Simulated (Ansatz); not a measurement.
The system is Re.

```
CELL_PARAMETERS angstrom
2.76639 0.00000 0.00000
-1.38319 2.39576 0.00000
0.00000 0.00000 8.93885
ATOMIC_POSITIONS crystal
Re 0.66667 0.33333 0.75000
Re 0.00000 0.00000 0.50000
Re 0.33333 0.66667 0.25000
Re 0.00000 0.00000 0.00000
```

Base run:

| Quantity | Value |
| --- | --- |
| Program | Ansatz 0.2.0 |
| Functional | PBEsol |
| Potentials or basis | all-electron LAPW, scalar-relativistic |
| Cutoff | 257 eV |
| Density cutoff | 1030 eV |
| Basis error allowed | 0.002 eV/atom |
| k mesh | 8 × 8 × 2 |
| Occupations | fermi-dirac, width 0.05 eV |
| Spin | no spin polarisation |

Its results: pressure -6.6 GPa.

Problem. The run is repeated on the same cell with these changes: potentials or basis from all-electron LAPW, scalar-relativistic to all-electron LAPW, relativistic spinors; spin from no spin polarisation to spin-orbit coupling, no magnetisation. What comes out?

Solution. Pressure -5.8 GPa.

Caveats: the k mesh is thin for a metal, which can move the energy by tens of meV per atom.

Not every run made on this cell is shown here.
